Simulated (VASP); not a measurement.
# Settings for Mg: RPA pressure from two volumes

Mg, Im-3m (no. 229), 1 atom in the cell. PBE, RPA total energies; PAW potentials Mg_GW (PBE set). VASP 6.6.1.

Wanted: RPA pressure within 0.5 GPa.

Volumes (share of the given one): 0.97, 1.03; Procedure: DFT and exact exchange, then all-in-one ACFDT on the same mesh.

The series start from Plane-wave cutoff ENCUT (eV): 200; k mesh: 8x8x8; Smearing width SIGMA (eV): 0.1; Frequency points NOMEGA: 16; Share of all bands kept (NBANDSEXACT over plane waves): 1. Each series keeps the choices made before it, and each single choice may use up half of a tolerance. Times cover all steps of a run.

## Plane-wave cutoff ENCUT (eV)

| Plane-wave cutoff ENCUT (eV) | RPA pressure (GPa) | Time (s) |
|---|---|---|
| 150 | 1.47 | 38 |
| 200 | 1.34 | 51 |
| 250 | 1.35 | 71 |
| 300 (reference) | 1.33 | 101 |

Chosen: 150, the loosest value from which every tighter one stays within half of the tolerance.

## k mesh

| k mesh | RPA pressure (GPa) | Time (s) |
|---|---|---|
| 2x2x2 | 3.49 | 20 |
| 4x4x4 | 1.03 | 17 |
| 6x6x6 | 1.69 | 28 |
| 8x8x8 | 1.47 | 38 |
| 10x10x10 (reference) | 1.72 | 69 |

Chosen: 6x6x6.

## Smearing width SIGMA (eV)

| Smearing width SIGMA (eV) | RPA pressure (GPa) | Time (s) |
|---|---|---|
| 0.2 | 1.67 | 28 |
| 0.1 | 1.69 | 28 |
| 0.05 (reference) | 1.66 | 30 |

Chosen: 0.2.

## Frequency points NOMEGA

| Frequency points NOMEGA | RPA pressure (GPa) | Time (s) |
|---|---|---|
| 6 | 5.95 | 11 |
| 8 | 0.93 | 13 |
| 12 | 1.68 | 19 |
| 16 | 1.67 | 28 |
| 24 (reference) | 1.67 | 65 |

Chosen: 12.

## Share of all bands kept (NBANDSEXACT over plane waves)

| Share of all bands kept (NBANDSEXACT over plane waves) | RPA pressure (GPa) | Time (s) |
|---|---|---|
| 0.2 | 1.52 | 16 |
| 0.4 | 4.37 | 16 |
| 0.7 | 1.79 | 19 |
| 1 (reference) | 1.68 | 19 |

Chosen: 0.7.

## All choices together

| Input | RPA pressure (GPa) | Time (s) |
|---|---|---|
| exchange kernel cut off, as for an insulator (naive) | 1.31 | 51 |
| chosen settings | 1.79 | 19 |
| reference settings throughout | 1.60 | 375 |

The tolerance is met.

## The input

INCAR.step1:
```
SYSTEM = Mg
ALGO = Normal
EDIFF = 1E-8
ENCUT = 150
GGA = PE
ISMEAR = 0
KPAR = 8
LASPH = .True.
LCHARG = .False.
LREAL = .False.
LWAVE = .True.
PREC = Accurate
SIGMA = 0.2
```

INCAR.step2:
```
SYSTEM = Mg
AEXX = 1.0
AGGAC = 0.0
ALDAC = 0.0
ALGO = Eigenval
EDIFF = 1E-8
ENCUT = 150
GGA = PE
ISMEAR = 0
KPAR = 8
LASPH = .True.
LCHARG = .False.
LHFCALC = .True.
LREAL = .False.
LWAVE = .False.
NELM = 1
PREC = Accurate
PRECFOCK = Fast
SIGMA = 0.2
```

INCAR.step3:
```
SYSTEM = Mg
ALGO = ACFDT
EDIFF = 1E-8
ENCUT = 150
ESF_SPLINES = .True.
GGA = PE
ISMEAR = 0
LASPH = .True.
LCHARG = .False.
LREAL = .False.
LWAVE = .False.
NBANDSEXACT = 67
NOMEGA = 12
PREC = Accurate
PRECFOCK = Fast
SIGMA = 0.2
```

INCAR.step6, as INCAR.step3 but for:
```
- NBANDSEXACT = 67
+ NBANDSEXACT = 73
```

KPOINTS:
```
Automatic mesh
0
Gamma
  6 6 6
  0 0 0
```

POSCAR.step1:
```
Mg
1.0
   -1.7548565603      1.7548565603      1.7548565603
    1.7548565603     -1.7548565603      1.7548565603
    1.7548565603      1.7548565603     -1.7548565603
Mg
1
Direct
    0.0000000000      0.0000000000      0.0000000000
```

POSCAR.step4:
```
Mg
1.0
   -1.7903177620      1.7903177620      1.7903177620
    1.7903177620     -1.7903177620      1.7903177620
    1.7903177620      1.7903177620     -1.7903177620
Mg
1
Direct
    0.0000000000      0.0000000000      0.0000000000
```

Commands (each step's output is kept before the next begins):
```
cat potpaw_PBE.64/Mg_GW/POTCAR > POTCAR
cp INCAR.step1 INCAR
cp POSCAR.step1 POSCAR
mpirun -np 8 vasp_std > vasp.out
cp INCAR.step2 INCAR
mpirun -np 8 vasp_std > vasp.out
rm WAVECAR CHG
cp INCAR.step3 INCAR
mpirun -np 8 vasp_std > vasp.out
rm WAVECAR CHG
cp INCAR.step1 INCAR
cp POSCAR.step4 POSCAR
mpirun -np 8 vasp_std > vasp.out
cp INCAR.step2 INCAR
mpirun -np 8 vasp_std > vasp.out
rm WAVECAR CHG
cp INCAR.step6 INCAR
mpirun -np 8 vasp_std > vasp.out
```

The naive input happens to agree within the tolerance here, in 51 s.

The chosen input took VASP 6.6.1 19 s on 8 cores (Intel Xeon 6975P-C (Granite Rapids)), a shared host.

## An input that fails: k.p long-wave term in a metal

It runs to its end, but against the unchanged starting input it is off by 0.80 GPa in the RPA pressure.

Changes against the starting input:
```
- ESF_SPLINES = True
+ LOPTICS = True
```
